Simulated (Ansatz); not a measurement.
## CsSnI3 (cubic perovskite) under strain

CsSnI3 built on the cubic perovskite prototype, relaxed with r2SCAN in the plane-wave code Ansatz. Space group Pm-3m (No. 221), cubic; conventional cell a = 6.241 Å, 48.63 Å³ an atom. Cs has 12 I at 4.41 Å; Sn has 6 I at 3.12 Å; I has 2 Sn at 3.12 Å and 4 Cs at 4.41 Å.

The axes x, y and z are those of this cell:
```yaml
crystal:
  lattice:
    - [6.24149, 0.00000, 0.00000]
    - [0.00000, 6.24149, 0.00000]
    - [0.00000, 0.00000, 6.24149]
  atoms:
    - { symbol: Cs, position: [0.00000, 0.00000, 0.00000] }
    - { symbol: Sn, position: [0.50000, 0.50000, 0.50000] }
    - { symbol: I, position: [0.50000, 0.50000, 0.00000] }
    - { symbol: I, position: [0.50000, 0.00000, 0.50000] }
    - { symbol: I, position: [0.00000, 0.50000, 0.50000] }
```

Unstrained: The PBE gap is direct at R: 0.383 eV. With r2SCAN the gap is 0.504 eV and direct, at R. HSE06 gives a direct gap of 0.847 eV at R. Meshes: PBE 4×4×4, r2SCAN 4×4×4, HSE06 2×2×2. Strains are changes of length per length. After each strain the atoms were relaxed again with r2SCAN in this cell and within any symmetry left, so distortions that break it or need a larger cell weren't tested; points keep the names that they have in the unstrained zone. All values are calculated for a non-magnetic cell, which may be hypothetical.

Changes of the least gap in eV (an overlap counts as a negative gap):
```
                                                      strain  volume change (%)  space group     PBE  r2SCAN   HSE06  energy rise, r2SCAN (meV/atom)
epitaxial -4.0 % in the xy plane, free normal strain +1.09 %               -6.8       P4/mmm  -0.384       –  -0.640                               –
epitaxial -3.0 % in the xy plane, free normal strain +0.81 %               -5.1       P4/mmm  -0.381  -0.469  -0.460                            14.2
epitaxial -2.0 % in the xy plane, free normal strain +0.54 %               -3.4       P4/mmm  -0.279  -0.300  -0.295                             6.1
epitaxial -1.0 % in the xy plane, free normal strain +0.28 %               -1.7       P4/mmm  -0.135  -0.144  -0.141                             1.5
epitaxial +1.0 % in the xy plane, free normal strain -0.23 %               +1.8       P4/mmm  +0.047  +0.052  +0.049                             1.3
epitaxial +2.0 % in the xy plane, free normal strain -0.48 %               +3.5       P4/mmm  +0.088  +0.096  +0.091                             5.1
epitaxial +3.0 % in the xy plane, free normal strain -0.73 %               +5.3       P4/mmm  +0.124  +0.135  +0.128                            11.0
epitaxial +4.0 % in the xy plane, free normal strain -0.97 %               +7.1       P4/mmm  +0.156  +0.169  +0.161                            18.9
```

Epitaxial -4.0 % in the xy plane, free normal strain +1.09 %. PBE: gap 0.38 before, 0 after (eV); it has closed. HSE06: the gap goes from 0.847 to 0.207 eV (-0.640 eV). Stress change with PBE, compression positive: xx +2.19, yy +2.19, zz +0.06 GPa.

Epitaxial -3.0 % in the xy plane, free normal strain +0.81 %. PBE: gap 0.38 before, 0 after (eV); it has closed. HSE06: the gap goes from 0.847 to 0.387 eV (-0.460 eV). Stress change with r2SCAN, compression positive: xx +1.63, yy +1.63, zz 0.00 GPa.

Epitaxial -2.0 % in the xy plane, free normal strain +0.54 %. HSE06: the gap goes from 0.847 to 0.552 eV (-0.295 eV). Stress change with r2SCAN, compression positive: xx +1.05, yy +1.05, zz -0.01 GPa.

Epitaxial -1.0 % in the xy plane, free normal strain +0.28 %. HSE06: the gap goes from 0.847 to 0.706 eV (-0.141 eV). Stress change with r2SCAN, compression positive: xx +0.49, yy +0.49, zz -0.01 GPa.

Epitaxial +1.0 % in the xy plane, free normal strain -0.23 %. HSE06: the gap goes from 0.847 to 0.896 eV (+0.049 eV). Stress change with r2SCAN, compression positive: xx -0.43, yy -0.43, zz -0.01 GPa.

Epitaxial +2.0 % in the xy plane, free normal strain -0.48 %. HSE06: the gap goes from 0.847 to 0.938 eV (+0.091 eV). Stress change with r2SCAN, compression positive: xx -0.81, yy -0.81, zz -0.01 GPa.

Epitaxial +3.0 % in the xy plane, free normal strain -0.73 %. HSE06: the gap goes from 0.847 to 0.975 eV (+0.128 eV). Stress change with r2SCAN, compression positive: xx -1.13, yy -1.13, zz 0.00 GPa.

Epitaxial +4.0 % in the xy plane, free normal strain -0.97 %. HSE06: the gap goes from 0.847 to 1.008 eV (+0.161 eV). Stress change with r2SCAN, compression positive: xx -1.42, yy -1.42, zz +0.01 GPa.

Spin-orbit coupling is left out, which matters wherever the heavy atoms make up the band edges.

The meshes of the hybrids are coarse, so their gaps aren't converged to the digits shown.
